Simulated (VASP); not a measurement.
# MgO: NMR shieldings, part 5 of 7

Wanted: the shieldings and field gradients at the nuclei of MgO. The cell has space group P6_3mc, a computed entry that need not be the common form of this compound. The start is a computed cell from the Materials Project.

VASP 6.6.1, plane waves and PAW; the level of theory is named at each step.

So far. Step 2 (Ground state): The cell has a gap of 3.51 eV on this mesh and a pressure of -3.5 GPa, which holds the misfit of the given cell and coordinates with this functional, and any error of cutoff, mesh and data sets.

## Step 4: Cell strained (continued)

Level of this step: chemical shifts by linear response (GIPAW), LDA; plane waves and PAW (Mg, O) (VASP).

Parts of OUTCAR (step 4):

```text
  LATTYP: Found a triclinic cell.
 ALAT       =     3.2705079914
 B/A-ratio  =     0.9997449078
 C/A-ratio  =     3.1604819195
 COS(alpha) =     0.0074824999
 COS(beta)  =     0.0225994348
 COS(gamma) =     0.5101349813

 Subroutine GETGRP returns: Found  1 space group operations
 (whereof  1 operations were pure point group operations)

The static configuration has the point symmetry C_1 .

 Found     68 irreducible k-points:

   k-points           NKPTS =     68   k-points in BZ     NKDIM =     68   number of bands    NBANDS=     24

   ENCUT  =  560.0 eV  41.16 Ry    6.42 a.u.   6.31  6.31 19.94*2*pi/ulx,y,z

   NELECT =      32.0000    total number of electrons

  Total       -3.7670281     -3.0177605     -2.1218046      0.6262954      0.1654874      0.8402579
  in kB      -63.5025158    -50.8717695    -35.7682304     10.5577482      2.7896968     14.1646116
  external PRESSURE =     -50.0475052 kB  Pullay stress =       0.0000000 kB

  energy-cutoff  :      560.00
  volume of cell :       95.04
      direct lattice vectors                 reciprocal lattice vectors
     3.270246000 -0.019000000 -0.036778000     0.306874608  0.179590708  0.003894638
    -1.651578000  2.821863000  0.012062000     0.002075242  0.355586878  0.000826648
    -0.117513000 -0.023342000 10.335687000     0.001089546  0.000224068  0.096765050

 POSITION                                       TOTAL-FORCE (eV/Angst)
 -----------------------------------------------------------------------------------
      1.57445      0.91699      4.83379        -0.001043     -0.063086      0.052907
     -0.08473     -0.01683      7.45205        -0.023267     -0.059571      0.054981
     -0.02597     -0.00516      2.28421        -0.156098      0.014049      0.052010
     -0.12492      1.85227     10.01791        -0.159841      0.020996      0.045456
      1.59675      0.92142      2.87184         0.165408     -0.024972     -0.049641
     -0.00347     -0.00069      0.30483         0.155818     -0.013133     -0.047660
     -0.06222     -0.01236      5.47268         0.025274      0.059242     -0.052253
     -0.10261      1.85671      8.05597        -0.006252      0.066475     -0.055800
 -----------------------------------------------------------------------------------
    total drift:                               -0.000140      0.000357      0.001311

 Electric field gradients after diagonalization (V/A^2)
 (convention: |V_zz| > |V_xx| > |V_yy|)
----------------------------------------------------------------------
 ion       V_xx      V_yy      V_zz     asymmetry (V_yy - V_xx)/ V_zz
----------------------------------------------------------------------
   1       1.457     0.023    -1.481       0.968
   2      -2.336    -0.073     2.409       0.939
   3       2.651     0.553    -3.204       0.655
   4      -1.882    -0.631     2.513       0.498
   5       4.869     0.860    -5.729       0.700
   6      -3.939    -0.116     4.054       0.943
   7      -1.857    -0.384     2.241       0.657
   8       4.142     1.381    -5.523       0.500
----------------------------------------------------------------------

  ORBITAL MAGNETIC SUSCEPTIBILITY, excluding core contribution
 -------------------------------------------------------------
  Approximate magnetic susceptibility, pGv (10^-6 cm^3/mole)
     1        -51.026548         -0.017990         -0.213313
     2         -0.031941        -51.001114         -0.227935
     3         -0.223950         -0.177596        -51.236126
 -------------------------------------------------------------
  Approximate magnetic susceptibility, vGv (10^-6 cm^3/mole)
     1        -49.744787          0.008039         -0.266463
     2          0.007205        -49.712268         -0.307172
     3         -0.261406         -0.302560        -50.005769

  BDIR labels direction of applied magnetic field (i.e. B0)
  For BDIR==1, B0 along x-axis, etc.
  Induced field listed along cartesian directions for each BDIR
 ------------------------------------------------------------------------------------------
                 EXCLUDING G=0 CONTRIBUTION              INCLUDING G=0 CONTRIBUTION
 ------------------------------------------------------------------------------------------
  ion  BDIR            X           Y           Z                X           Y           Z
          (   iso_shield        span        skew ) (   iso_shield        span        skew )
 ------------------------------------------------------------------------------------------
    1     1     494.4114     -0.5047     -0.7213         504.2039     -0.5021     -0.6901
          2      -0.5016    495.8293      0.5057          -0.4969    505.6181      0.5390
          3      -0.7143      0.5418    494.7655          -0.6815      0.5678    504.5886
          (     495.0021      2.4990      0.2240 ) (     504.8035      2.4683      0.2722 )

    2     1     499.8633     -0.8684     -0.7280         509.6558     -0.8658     -0.6967
          2      -0.8671    501.4295      0.5626          -0.8624    511.2182      0.5960
          3      -0.5348      0.5503    492.4628          -0.5020      0.5763    502.2860
          (     497.9185      9.4943     -0.4980 ) (     507.7200      9.4590     -0.4965 )

    3     1     500.5006      2.3573      0.9796         510.2931      2.3599      1.0109
          2       2.3559    500.7252     -0.4837           2.3606    510.5140     -0.4503
          3       1.0391     -0.4264    492.3324           1.0719     -0.4004    502.1556
          (     497.8528     10.8437     -0.1602 ) (     507.6542     10.8230     -0.1569 )

    4     1     494.9002      2.0245      0.8293         504.6927      2.0272      0.8605
          2       2.0219    495.2777     -0.4613           2.0266    505.0664     -0.4280
          3       0.9240     -0.4807    494.6436           0.9568     -0.4548    504.4667
          (     494.9405      4.5483     -0.0896 ) (     504.7419      4.5629     -0.0947 )

    5     1     176.4526      0.6807      1.5701         186.2450      0.6833      1.6014
          2       0.6903    176.8304      0.5395           0.6950    186.6191      0.5729
          3       1.4502      0.5500    177.8190           1.4829      0.5760    187.6421
          (     177.0340      3.6860      0.3620 ) (     186.8354      3.7618      0.3780 )

    6     1     174.4442     -0.5753      0.8818         184.2367     -0.5727      0.9130
          2      -0.5594    175.3355      0.7050          -0.5547    185.1243      0.7384
          3       0.8064      0.7737    179.2837           0.8392      0.7997    189.1069
          (     176.3545      5.5781      0.4101 ) (     186.1559      5.6391      0.4143 )

    7     1     174.9018      1.5804      1.9921         184.6943      1.5830      2.0233
          2       1.5710    175.0893     -0.1153           1.5757    184.8780     -0.0820
          3       2.0869     -0.1629    179.3739           2.1197     -0.1369    189.1970
          (     176.4550      7.2104      0.1206 ) (     186.2564      7.2704      0.1319 )

    8     1     176.3561      0.1790      2.1581         186.1486      0.1817      2.1893
          2       0.1754    176.9741      0.2259           0.1801    186.7629      0.2593
          3       2.0612      0.1848    177.8367           2.0940      0.2108    187.6599
          (     177.0557      4.5024      0.0744 ) (     186.8571      4.5780      0.0852 )
 ------------------------------------------------------------------------------------------

[... 2 parts as in an earlier step ...]

[... 3 further parts left out ...]
```

The atoms bear forces, and field gradients depend strongly on their positions.

Numbers from this step:

```
free energy (TOTEN)            : -52.2981 eV
Fermi energy                   : 0.6462 eV
pressure                       : -5.005 GPa
gap on the k-mesh              : 3.476 eV
least direct gap on the k-mesh : 3.476 eV
```

Valence and core; the G = 0 term is that of a spherical sample. NMR shielding, by row:

| atom | isotropic shielding (ppm) | span (ppm) | skew | isotropic shielding without the G = 0 term (ppm) |
| --- | --- | --- | --- | --- |
| Mg1 | 504.8 | 2.468 | 0.2722 | 495 |
| Mg2 | 507.7 | 9.459 | -0.4965 | 497.9 |
| Mg3 | 507.7 | 10.82 | -0.1569 | 497.9 |
| Mg4 | 504.7 | 4.563 | -0.0947 | 494.9 |
| O5 | 186.8 | 3.762 | 0.378 | 177 |
| O6 | 186.2 | 5.639 | 0.4143 | 176.4 |
| O7 | 186.3 | 7.27 | 0.1319 | 176.5 |
| O8 | 186.9 | 4.578 | 0.0852 | 177.1 |

Ordered as |Vzz| ≥ |Vxx| ≥ |Vyy|, the program's way. Electric field gradients, by row:

| atom | Vxx (V/Å²) | Vyy (V/Å²) | Vzz (V/Å²) | asymmetry |
| --- | --- | --- | --- | --- |
| Mg1 | 1.457 | 0.023 | -1.481 | 0.968 |
| Mg2 | -2.336 | -0.073 | 2.409 | 0.939 |
| Mg3 | 2.651 | 0.553 | -3.204 | 0.655 |
| Mg4 | -1.882 | -0.631 | 2.513 | 0.498 |
| O5 | 4.869 | 0.86 | -5.729 | 0.7 |
| O6 | -3.939 | -0.116 | 4.054 | 0.943 |
| O7 | -1.857 | -0.384 | 2.241 | 0.657 |
| O8 | 4.142 | 1.381 | -5.523 | 0.5 |

Against the first shielding run the largest change is -0.3 ppm, on O6.

(Continued in part 6 of 7.)

[Lines on the potential files, build, host, timing and source positions are cut from VASP's logs without a mark.]

[Logs are printed without paths, hosts, clocks, repeated set-up lines and the standing remarks that a program may print on its own settings, such as how far it seeks lower states.]

[Hosts, paths, dates, database ids (printed as entryN), source tags and the programs' standing remarks are cut or masked in the printed files.]
